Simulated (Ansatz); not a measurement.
# BN (Fmm2) in Ansatz: notebook

Aim: see how the results for BN move with the level of theory and the settings. Levels: LDA, PBE, PBEsol, r2SCAN. Tasks: band structure, single point, equation of state.

All numbers are computed with Ansatz 0.2.0; they aren't measurements. Logs are shortened: lines on timing, memory, paths and dates and some standing lists are left out, and cuts for length are marked.

### 1 Starting point

The structure is orthorhombic, space group Fmm2 (No. 42). Conventional cell: a = 2.503 Å, b = 6.991 Å, c = 4.332 Å, α = 90.00°, β = 90.00°, γ = 90.00°. N (site symmetry mm2) has 3 B at 1.44 Å as nearest neighbours. B (site symmetry mm2) is surrounded by 3 N at 1.44 Å.

Measurements of this composition are mostly on another form, of space group No. 194.

### 2 Band structure, LDA

input.yaml reads:

```yaml
crystal:
  lattice:
    - [0.0, 3.49531583, 2.16609124]
    - [1.2516321, 0.0, 2.16609124]
    - [1.2516321, 3.49531583, 0.0]
  atoms:
    - { symbol: "N", position: [0.66665134, 0.66665134, 0.33334866] }
    - { symbol: B, position: [4.865e-05, 4.865e-05, 0.99995135] }
hamiltonian:
  xc: lda
  pseudopotentials: { kind: paw }
kpoints:
  mp_grid: { grid: [13, 13, 13] }
  band_path:
    path:
      - [[0.0, 0.0, 0.0], [-0.5, -0.5, 0.0], [-1.0, -0.5, -0.5], [-0.5, 0.0, -0.5], [0.0, 0.0, 0.0], [0.0, -0.3655286517, -0.3655286517], [-0.5, -0.6985850042, -0.1985850042], [-0.5, -0.5, 0.0]]
      - [[-1.0, -0.5, -0.5], [-1.0, -0.6344713483, -0.6344713483]]
      - [[0.0, -0.3655286517, -0.3655286517], [-0.5, -0.3014149958, -0.8014149958], [-0.5, 0.0, -0.5]]
      - [[-0.5, -0.5, -0.5], [0.0, 0.0, 0.0]]
    npoints: 14
scf:
  occupations: { method: fermi_dirac, width: 0.05 }
  n_extra_bands: 6
output:
  forces: true
  stress: true
  eigenvalues: true
  fatbands: true
```

Potentials or basis: Ansatz PAW.

The run is started by

```
$ ansatz run input.yaml --threads 2 --pin off --max-ram 5632MiB --backend cpu --events-out ev --progress --plain --runs-dir out
```

The program printed:

```text
Warning: RAYON_NUM_THREADS=2 ignored (pool sized by the plan → 2); use --threads N
scf.n_extra_bands = 6 over 4 filled bands (N_el = 8.0): the run solves 10 bands
Engine: ansatz 0.2.0, x86_64-unknown-linux-gnu
Pseudopotentials: kind: paw
Pseudopotential: N, paw, valence charge 5, recommended cutoff 420 eV (normal), N.paw.azcp
Pseudopotential: B, paw, valence charge 3, recommended cutoff 420 eV (normal), B.paw.azcp
Functional definition: SPW92
  exchange = slater_x
  correlation = pw_c
Crystal: 2 atoms, lattice volume = 18.953 Å³
Basis set: ecut = 420 eV, 365 PW (Γ)
Bands: 10, of which v1, the nominal top of the filled ones, is band 4 counted from 1 (3 counted from 0)
Symmetry: 4 space group operations
Space group: Fmm2 (ITA 42), of the structure as read, at distance tolerance 2.7e-5 Å
k-points: 343 of 2197 (time reversal used)
Non-local potential: N, projectors of the file, l = 0: 2, l = 1: 2, l = 2: 1
Non-local potential: B, projectors of the file, l = 0: 2, l = 1: 2, l = 2: 1
PAW form: soft (Blöchl's): semilocal exchange-correlation on the pseudo side does not see the compensation charge
PAW frozen core: N, regenerated for the run's functional, and the local potential with it (the file was generated under x = pbe(κ = 0.804, μ = 0.2195149727645171), c = pbe(β = 0.06672455060314922))
PAW frozen core: B, regenerated for the run's functional, and the local potential with it (the file was generated under x = pbe(κ = 0.804, μ = 0.2195149727645171), c = pbe(β = 0.06672455060314922))
PAW one-centre angular grid: N, 110 points (default); XC on 64 Gauss nodes
PAW one-centre angular grid: B, 110 points (default); XC on 64 Gauss nodes
Initial density: superposition of atomic densities (neutral atoms: chi_scale 0, normalization atom), corrected by the library's trained network
Initial wavefunctions: pseudopotential atomic-orbital guess
Functional: x = slater, c = lda
SCF iter   1: F=—  HF=-526.338339 eV  |F-HF|=—  |Δ(HF+E_count)|=         —  Δρ=9.01e-3  dr2=1.39e-2  ethr=1.77e-3  ⟨swp⟩=4.3  Hψ=20242  notcnv=0  defer=99
preconditioner: auto → none  [insulator: Δε(μ)=3.594 eV  Ē_g=20.817 eV  σ=0.050 eV  W_gap=1.00  n_scr=2 (ndim 8)  ℏωp=24.1 eV  f_vac=0.044  D(μ)=0.00/eV (n_scr^D=0)  ε∞_Penn≈2.3]
SCF iter   2: F=—  HF=-526.335254 eV  |F-HF|=—  |Δ(HF+E_count)|=   3.08e-3  Δρ=4.30e-3  dr2=1.64e-3  ethr=1.74e-4  ⟨swp⟩=2.2  Hψ=7809  notcnv=0  defer=507
SCF iter   3: F=—  HF=-526.334775 eV  |F-HF|=—  |Δ(HF+E_count)|=   4.80e-4  Δρ=1.61e-3  dr2=1.97e-4  ethr=2.05e-5  ⟨swp⟩=2.5  Hψ=4344  notcnv=0  defer=507
SCF iter   4: F=—  HF=-526.334728 eV  |F-HF|=—  |Δ(HF+E_count)|=   4.63e-5  Δρ=2.21e-4  dr2=4.31e-6  ethr=2.47e-6  ⟨swp⟩=1.0  Hψ=2948  notcnv=0  defer=507
SCF iter   5: F=—  HF=-526.334728 eV  |F-HF|=—  |Δ(HF+E_count)|=   2.75e-7  Δρ=2.63e-5  dr2=6.14e-8  ethr=5.39e-8  ⟨swp⟩=1.8  Hψ=3971  notcnv=0  defer=507
SCF iter   6: F=-526.334728 eV  HF=-526.334728 eV  |F-HF|=2.03e-9  |Δ(HF+E_count)|=   8.24e-9  Δρ=6.45e-6  dr2=3.09e-9  ethr=7.68e-10  ⟨swp⟩=5.9  Hψ=15967  notcnv=0
SCF 1 converged in 6 iterations: F = -526.334728 eV  dr2 = 3.09e-9
NSCF: frozen V_eff on 158 k-points
SCF converged after 6 iterations
Free energy (F): -526.334728 eV
Harris-Foulkes:  -526.334728 eV  (|F-HF|=2.03e-9)
Internal energy: -526.334728 eV  (E = F + TS)
E sigma→0 (E₀):  -526.334728 eV
Fermi energy:    5.940399 eV
--- Per-component energies (eV) ---
  E_band       = -25.038664
  E_kinetic    = 182.818059
  E_local      = -374.366590  (includes V_loc(G=0)·N_el)
  E_nonlocal   = 59.853069
  E_hartree    = 122.226040
  E_xc         = -90.965018
  E_vxc        = -113.427457  (∫ρ·V_xc dr)
  E_paw        = -191.742480  (= ΣΔE_a)
  E_vpaw       = -24.367276  (= ΣTr[D̂ρ^β])
  E_aug_tail   = 0.000095  (compensation charges beyond the density's cutoff)
  E_ewald      = -234.283781
  E_core_change = 0.125878  (= ΣΔE_core)
  E_smearing   = -0.000000  (= −TS)
  E_closure    = -0.000000  (closes the sum)
  Σ components = -526.334728   (vs F -526.334728, Δ=0.00e0)
--- Forces (eV/Å), atoms counted from 1 ---
  atom   1  N      0.00000000    -0.00000000    -0.01041324
  atom   2  B     -0.00000000     0.00000000     0.01041293
  max |Σ_I F_I| component: 3.10e-7 eV/Å
--- Stress (GPa, compression-positive) ---
       -5.790493       0.000000       0.000000
        0.000000      -1.105541      -0.000000
        0.000000      -0.000000      -5.746777
  P = ⅓ Tr σ = -4.2143 GPa (-42.143 kbar)
--- Band table (eV; the first three rows and the last of 343) ---
  k-point 0: bands = ["-13.6130", "-0.4647", "2.6160", "2.6239", "8.5660", "15.4626", "15.5243", "16.8303", "18.5238", "29.3223"]
  k-point 1: bands = ["-13.4946", "-0.3506", "2.1465", "2.3951", "8.8337", "15.4372", "15.9833", "16.4253", "18.9020", "28.9900"]
  k-point 2: bands = ["-13.1453", "-0.0106", "0.9287", "1.8361", "9.5573", "15.2517", "15.3556", "17.3673", "19.8406", "26.5094"]
  k-point 342: bands = ["-10.3804", "-4.9281", "-0.5134", "3.5838", "9.6286", "13.8198", "15.9965", "17.6809", "21.5462", "25.3565"]
```

Run time: 6.1 s. Hardware: 2 threads of Intel Xeon at 2.70GHz, shared host; peak memory 0.39 GiB.

What came out:

```
Free energy             : -526.3347 eV
Pressure                : -4.2 GPa
Largest force           : 0.010 eV/Å
Band gap on the k mesh  : 3.71 eV, indirect (least direct gap 4.52 eV)
Band gap along the path : 3.58 eV, indirect (least direct gap 4.44 eV)
```

Forces in eV/Å, atoms in the order of the input:
```
N    0.000  0.000 -0.010
B    0.000  0.000  0.010
```

Levels at the corners of the path, in eV from the valence-band top:
```tsv
point	band 1	band 2	band 3	band 4	band 5	band 6	band 7	band 8
Γ	-17.73	-4.58	-1.50	-1.50	4.45	11.34	11.40	12.71
Y	-14.56	-9.12	-4.31	-0.59	5.59	9.26	11.73	13.35
T	-14.45	-8.92	-4.35	-1.57	3.58	9.82	14.01	18.17
Z	-17.52	-6.30	-1.52	-1.49	9.18	11.30	11.37	11.88
Γ	-17.73	-4.58	-1.50	-1.50	4.45	11.34	11.40	12.71
X	-13.96	-8.24	-6.89	-0.61	3.99	11.91	13.29	16.90
A1	-14.01	-8.18	-7.01	-0.49	4.80	12.71	13.28	14.45
Y	-14.56	-9.12	-4.31	-0.59	5.59	9.26	11.73	13.35
T	-14.45	-8.92	-4.35	-1.57	3.58	9.82	14.01	18.17
X1	-13.96	-8.24	-6.89	-0.61	3.99	11.91	13.29	16.90
X	-13.96	-8.24	-6.89	-0.61	3.99	11.91	13.29	16.90
A	-14.01	-8.18	-7.01	-0.49	4.80	12.71	13.28	14.45
Z	-17.52	-6.30	-1.52	-1.49	9.18	11.30	11.37	11.88
L	-14.51	-9.02	-4.31	-1.10	4.39	9.73	12.87	15.16
Γ	-17.73	-4.58	-1.50	-1.50	4.45	11.34	11.40	12.71
```

Caveat: the k mesh misses the band edges, so the gap on the mesh is wider than the one along the path; the pressure holds a Pulay correction of +0.7 GPa for the finite cutoff; the PAW data sets come from PBE, with cores solved anew for the run's functional, which leaves a small shift of forces and pressure. Expect the measured gap to be larger: semilocal functionals such as LDA lack the derivative discontinuity.

### 3 Band structure, PBE

Edit input.yaml of step 2 so:

```diff
@@ -9,3 +9,3 @@
 hamiltonian:
-  xc: lda
+  xc: pbe
   pseudopotentials: { kind: paw }
@@ -27,2 +27,2 @@
   eigenvalues: true
-  fatbands: true
+  fatbands: false
```

Potentials or basis: Ansatz PAW.

The run is started by

```
$ ansatz run input.yaml --threads 2 --pin off --max-ram 5632MiB --backend cpu --events-out ev --progress --plain --runs-dir out
```

It took 6.1 s on 2 threads of Intel Xeon at 2.70GHz, shared host; peak memory 0.39 GiB.

It converged, with:

```
Free energy             : -542.4140 eV
Pressure                : 3.2 GPa
Largest force           : 0.010 eV/Å
Band gap on the k mesh  : 3.91 eV, indirect (least direct gap 4.65 eV)
Band gap along the path : 3.79 eV, indirect (least direct gap 4.57 eV)
```

Forces in eV/Å, atoms in the order of the input:
```
N    0.000  0.000 -0.010
B    0.000  0.000  0.010
```

Stress tensor (GPa, compression positive):
```
3.96 0.00 0.00
0.00 1.75 0.00
0.00 0.00 4.00
```

Levels at the corners of the path, in eV from the valence-band top:
| point | band 1 | band 2 | band 3 | band 4 | band 5 | band 6 | band 7 | band 8 |
| --- | --- | --- | --- | --- | --- | --- | --- | --- |
| Γ | -17.93 | -4.55 | -1.49 | -1.48 | 4.80 | 11.47 | 11.53 | 12.89 |
| Y | -14.79 | -9.15 | -4.28 | -0.59 | 5.70 | 9.35 | 12.17 | 13.65 |
| T | -14.69 | -8.96 | -4.32 | -1.52 | 3.79 | 9.84 | 14.43 | 18.41 |
| Z | -17.74 | -6.18 | -1.50 | -1.48 | 9.51 | 11.42 | 11.49 | 11.81 |
| Γ | -17.93 | -4.55 | -1.49 | -1.48 | 4.80 | 11.47 | 11.53 | 12.89 |
| X | -14.20 | -8.21 | -6.95 | -0.58 | 4.15 | 12.28 | 13.50 | 17.10 |
| A1 | -14.26 | -8.15 | -7.07 | -0.47 | 4.93 | 12.96 | 13.61 | 14.81 |
| Y | -14.79 | -9.15 | -4.28 | -0.59 | 5.70 | 9.35 | 12.17 | 13.65 |
| T | -14.69 | -8.96 | -4.32 | -1.52 | 3.79 | 9.84 | 14.43 | 18.41 |
| X1 | -14.20 | -8.21 | -6.95 | -0.58 | 4.15 | 12.28 | 13.50 | 17.10 |
| X | -14.20 | -8.21 | -6.95 | -0.58 | 4.15 | 12.28 | 13.50 | 17.10 |
| A | -14.26 | -8.15 | -7.07 | -0.47 | 4.93 | 12.96 | 13.61 | 14.81 |
| Z | -17.74 | -6.18 | -1.50 | -1.48 | 9.51 | 11.42 | 11.49 | 11.81 |
| L | -14.75 | -9.06 | -4.29 | -1.08 | 4.57 | 9.76 | 13.26 | 15.54 |
| Γ | -17.93 | -4.55 | -1.49 | -1.48 | 4.80 | 11.47 | 11.53 | 12.89 |

Caveat: the k mesh misses the band edges, so the gap on the mesh is wider than the one along the path; the pressure holds a Pulay correction of +0.6 GPa for the finite cutoff. Expect the measured gap to be larger: semilocal functionals such as PBE lack the derivative discontinuity.

### 4 Band structure, PBEsol

Edit input.yaml of step 3 so:

```diff
@@ -9,3 +9,3 @@
 hamiltonian:
-  xc: pbe
+  xc: pbesol
   pseudopotentials: { kind: paw }
```

The run is started by

```
$ ansatz run input.yaml --threads 2 --pin off --max-ram 5632MiB --backend cpu --events-out ev --progress --plain --runs-dir out
```

It took 5.5 s on 2 threads of Intel Xeon at 2.70GHz, shared host; peak memory 0.4 GiB.

It converged, with:

- Free energy: -533.7774 eV
- Pressure: 0.6 GPa
- Largest force: 0.010 eV/Å
- Band gap on the k mesh: 3.80 eV, indirect (least direct gap 4.60 eV)
- Band gap along the path: 3.68 eV, indirect (least direct gap 4.51 eV)

Forces on the atoms (eV/Å):
```
N    0.000  0.000 -0.010
B    0.000  0.000  0.010
```

Stress tensor (GPa, compression positive):
```
0.73 0.00 0.00
0.00 0.21 0.00
0.00 0.00 0.77
```

Levels at the corners of the path, in eV from the valence-band top:
| point | band 1 | band 2 | band 3 | band 4 | band 5 | band 6 | band 7 | band 8 |
| --- | --- | --- | --- | --- | --- | --- | --- | --- |
| Γ | -17.90 | -4.58 | -1.47 | -1.46 | 4.60 | 11.41 | 11.48 | 12.86 |
| Y | -14.72 | -9.17 | -4.28 | -0.59 | 5.66 | 9.25 | 11.94 | 13.50 |
| T | -14.62 | -8.98 | -4.32 | -1.55 | 3.68 | 9.77 | 14.23 | 18.31 |
| Z | -17.70 | -6.26 | -1.48 | -1.46 | 9.36 | 11.37 | 11.44 | 11.79 |
| Γ | -17.90 | -4.58 | -1.47 | -1.46 | 4.60 | 11.41 | 11.48 | 12.86 |
| X | -14.13 | -8.25 | -6.94 | -0.60 | 4.07 | 12.06 | 13.38 | 17.00 |
| A1 | -14.18 | -8.19 | -7.06 | -0.48 | 4.87 | 12.83 | 13.41 | 14.63 |
| Y | -14.72 | -9.17 | -4.28 | -0.59 | 5.66 | 9.25 | 11.94 | 13.50 |
| T | -14.62 | -8.98 | -4.32 | -1.55 | 3.68 | 9.77 | 14.23 | 18.31 |
| X1 | -14.13 | -8.25 | -6.94 | -0.60 | 4.07 | 12.06 | 13.38 | 17.00 |
| X | -14.13 | -8.25 | -6.94 | -0.60 | 4.07 | 12.06 | 13.38 | 17.00 |
| A | -14.18 | -8.19 | -7.06 | -0.48 | 4.87 | 12.83 | 13.41 | 14.63 |
| Z | -17.70 | -6.26 | -1.48 | -1.46 | 9.36 | 11.37 | 11.44 | 11.79 |
| L | -14.68 | -9.08 | -4.29 | -1.09 | 4.48 | 9.69 | 13.06 | 15.37 |
| Γ | -17.90 | -4.58 | -1.47 | -1.46 | 4.60 | 11.41 | 11.48 | 12.86 |

Caveat: the k mesh misses the band edges, so the gap on the mesh is wider than the one along the path; the pressure holds a Pulay correction of +0.6 GPa for the finite cutoff; the PAW data sets come from PBE, with cores solved anew for the run's functional, which leaves a small shift of forces and pressure. A hybrid or GW would open this gap; PBEsol tends to underestimate it.

### 5 Band structure, r2SCAN

Edit input.yaml of step 4 so:

```diff
@@ -9,3 +9,3 @@
 hamiltonian:
-  xc: pbesol
+  xc: r2scan
   pseudopotentials: { kind: paw }
@@ -28 +28,5 @@
   fatbands: false
+  write_density: true
+  write_potential: true
+  elf: true
+  volumetric_format: npy
```

The run is started by

```
$ ansatz run input.yaml --threads 2 --pin off --max-ram 5632MiB --backend cpu --events-out ev --progress --plain --runs-dir out
```

Wall time 12 s (2 threads of Intel Xeon at 2.70GHz, shared host); peak memory 0.51 GiB.

Results (log left out):

- Free energy: -544.1221 eV
- Pressure: -0.5 GPa
- Largest force: 0.008 eV/Å
- Band gap on the k mesh: 4.38 eV, indirect (least direct gap 5.29 eV)
- Band gap along the path: 4.25 eV, indirect (least direct gap 5.18 eV)

Forces in eV/Å, atoms in the order of the input:
```
N    0.000  0.000 -0.008
B    0.000  0.000  0.008
```

Stress tensor (GPa, compression positive):
```
-0.70  0.00  0.00
 0.00 -0.09  0.00
 0.00  0.00 -0.71
```

Levels at the corners of the path, in eV from the valence-band top:
```csv
point,band 1,band 2,band 3,band 4,band 5,band 6,band 7,band 8,band 9
Γ,-18.94,-4.69,-1.52,-1.51,5.11,12.26,12.32,14.10,15.23
Y,-15.71,-9.51,-4.43,-0.59,6.38,9.98,12.71,14.33,20.39
T,-15.61,-9.32,-4.47,-1.56,4.25,10.52,15.25,19.62,20.38
Z,-18.75,-6.37,-1.54,-1.51,10.16,12.21,12.28,12.56,16.91
Γ,-18.94,-4.69,-1.52,-1.51,5.11,12.26,12.32,14.10,15.23
X,-15.12,-8.50,-7.24,-0.60,4.72,12.89,14.32,18.22,19.48
A1,-15.18,-8.43,-7.37,-0.48,5.56,13.71,14.33,15.60,19.02
Y,-15.71,-9.51,-4.43,-0.59,6.38,9.98,12.71,14.33,20.39
T,-15.61,-9.32,-4.47,-1.56,4.25,10.52,15.25,19.62,20.38
X1,-15.12,-8.50,-7.24,-0.60,4.72,12.89,14.32,18.22,19.48
X,-15.12,-8.50,-7.24,-0.60,4.72,12.89,14.32,18.22,19.48
A,-15.18,-8.43,-7.37,-0.48,5.56,13.71,14.33,15.60,19.02
Z,-18.75,-6.37,-1.54,-1.51,10.16,12.21,12.28,12.56,16.91
L,-15.67,-9.42,-4.43,-1.10,5.12,10.44,13.96,16.32,20.77
Γ,-18.94,-4.69,-1.52,-1.51,5.11,12.26,12.32,14.10,15.23
```

Caveat: the k mesh misses the band edges, so the gap on the mesh is wider than the one along the path; the PAW data sets come from PBE, with cores solved anew for the run's functional, which leaves a small shift of forces and pressure.

### 6 Single point, LDA, 8.91 Å³/atom (volume scaled by 0.94)

input.yaml reads:

```yaml
crystal:
  lattice:
    - [0.0, 3.4239628326, 2.1218728889]
    - [1.2260814184, 0.0, 2.1218728889]
    - [1.2260814184, 3.4239628326, 0.0]
  atoms:
    - { symbol: "N", position: [0.66665134, 0.66665134, 0.33334866] }
    - { symbol: B, position: [4.865e-05, 4.865e-05, 0.99995135] }
hamiltonian:
  xc: lda
  pseudopotentials: { kind: paw }
kpoints:
  mp_grid: { grid: [13, 13, 13] }
scf:
  occupations: { method: fermi_dirac, width: 0.05 }
output:
  forces: true
  stress: true
  eigenvalues: true
```

Potentials or basis: Ansatz PAW.

The run is started by

```
$ ansatz run input.yaml --threads 2 --pin off --max-ram 5632MiB --backend cpu --events-out ev --progress --plain --runs-dir out
```

It took 3.7 s on 2 threads of Intel Xeon at 2.70GHz, shared host; peak memory 0.38 GiB.

Results (log left out):

* Free energy: -526.3121 eV
* Pressure: 11.3 GPa
* Largest force: 0.013 eV/Å
* Band gap on the k mesh: 3.74 eV, indirect (least direct gap 4.66 eV)

Caveat: odd divisions of the mesh miss points on the zone boundary, where band edges often lie, so the gap on the mesh can be too wide; the pressure holds a Pulay correction of +0.8 GPa for the finite cutoff; the PAW data sets come from PBE, with cores solved anew for the run's functional, which leaves a small shift of forces and pressure.

### 7 Single point, LDA, 9.10 Å³/atom (volume scaled by 0.96)

Edit input.yaml of step 6 so:

```diff
@@ -2,5 +2,5 @@
   lattice:
-    - [0.0, 3.4239628326, 2.1218728889]
-    - [1.2260814184, 0.0, 2.1218728889]
-    - [1.2260814184, 3.4239628326, 0.0]
+    - [0.0, 3.4480760414, 2.1368161481]
+    - [1.2347160791, 0.0, 2.1368161481]
+    - [1.2347160791, 3.4480760414, 0.0]
   atoms:
@@ -19 +19,5 @@
   eigenvalues: true
+  write_density: true
+  write_potential: true
+  elf: true
+  volumetric_format: npy
```

The run is started by

```
$ ansatz run input.yaml --threads 2 --pin off --max-ram 5632MiB --backend cpu --events-out ev --progress --plain --runs-dir out
```

Wall time 4.7 s (2 threads of Intel Xeon at 2.70GHz, shared host); peak memory 0.38 GiB.

Results (log left out):

* Free energy: -526.3321 eV
* Pressure: 5.6 GPa
* Largest force: 0.012 eV/Å
* Band gap on the k mesh: 3.73 eV, indirect (least direct gap 4.61 eV)

Caveat: odd divisions of the mesh miss points on the zone boundary, where band edges often lie, so the gap on the mesh can be too wide; the pressure holds a Pulay correction of +0.7 GPa for the finite cutoff; the PAW data sets come from PBE, with cores solved anew for the run's functional, which leaves a small shift of forces and pressure.

### 8 Single point, LDA, 9.29 Å³/atom (volume scaled by 0.98)

input.yaml reads:

```yaml
crystal:
  lattice:
    - [0.0, 3.4718566277, 2.1515532769]
    - [1.2432316315, 0.0, 2.1515532769]
    - [1.2432316315, 3.4718566277, 0.0]
  atoms:
    - { symbol: "N", position: [0.66665134, 0.66665134, 0.33334866] }
    - { symbol: B, position: [4.865e-05, 4.865e-05, 0.99995135] }
hamiltonian:
  xc: lda
  pseudopotentials: { kind: paw }
kpoints:
  mp_grid: { grid: [13, 13, 13] }
scf:
  occupations: { method: fermi_dirac, width: 0.05 }
output:
  forces: true
  stress: true
  eigenvalues: true
```

The run is started by

```
$ ansatz run input.yaml --threads 2 --pin off --max-ram 5632MiB --backend cpu --events-out ev --progress --plain --runs-dir out
```

It took 2.9 s on 2 threads of Intel Xeon at 2.70GHz, shared host; peak memory 0.38 GiB.

The run converged. Its results:

| Property | Result |
| --- | --- |
| Free energy | -526.3392 eV |
| Pressure | 0.5 GPa |
| Largest force | 0.011 eV/Å |
| Band gap on the k mesh | 3.72 eV, indirect (least direct gap 4.56 eV) |

Caveat: odd divisions of the mesh miss points on the zone boundary, where band edges often lie, so the gap on the mesh can be too wide; the pressure holds a Pulay correction of +0.7 GPa for the finite cutoff; the PAW data sets come from PBE, with cores solved anew for the run's functional, which leaves a small shift of forces and pressure.

(Continued in part 2 of 2.)
